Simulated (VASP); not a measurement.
C:

```
C
1.0
     0.00000    1.78337    1.78337
     1.78337    0.00000    1.78337
     1.78337    1.78337    0.00000
C
2
Direct
  0.75000 0.75000 0.75000
  0.50000 0.50000 0.50000
```

This isn't the form of C at room conditions, which is graphite.

Program: VASP 6.6.1. Alike in all runs: no spin polarisation; cell as given.

Task: Order these runs on this cell by their pressure, lowest first.
A. level SCAN; potentials or basis VASP PAW PBE potentials, release 64 (C); k mesh 13 × 13 × 13; cutoff (eV) 520; smearing fermi-dirac 0.05 eV; mesh quality not flagged
B. level HSE03; potentials or basis VASP PAW PBE potentials, release 64 (C); k mesh 8 × 8 × 8; cutoff (eV) 520; smearing gaussian 0.02 eV; ladder gaps; grid for exact exchange (PRECFOCK) Fast; mesh quality not flagged
C. level PBE; potentials or basis VASP PAW PBE potentials, release 64 (C_s); k mesh 13 × 13 × 13; cutoff (eV) 400; smearing fermi-dirac 0.05 eV; mesh quality not flagged
D. level PBE0+D3(BJ); potentials or basis VASP PAW PBE potentials, release 64 (C); k mesh 7 × 7 × 7; cutoff (eV) 520; smearing gaussian 0.05 eV; grid for exact exchange (PRECFOCK) Normal; exchange at q = 0 default; mesh quality coarse
E. level B3LYP; potentials or basis VASP PAW PBE potentials, release 64 (C); k mesh 7 × 7 × 7; cutoff (eV) 520; smearing gaussian 0.01 eV; grid for exact exchange (PRECFOCK) Fast; exchange at q = 0 default; mesh quality coarse

Result: D (-12.7 GPa), B (-6.9 GPa), A (-4.2 GPa), E (1.3 GPa), C (3.0 GPa).

Caveats: some runs use coarse meshes; the PAW data sets were made with another functional, which shifts forces and pressure a little (some runs); an odd mesh through Γ misses points on the zone boundary, where band edges often lie (some runs); an unscreened hybrid on a path of extra k points without a Coulomb cutoff has errors near the mesh points, so the bands along the path aren't reliable (some runs).

Not every run made on this cell is shown here.
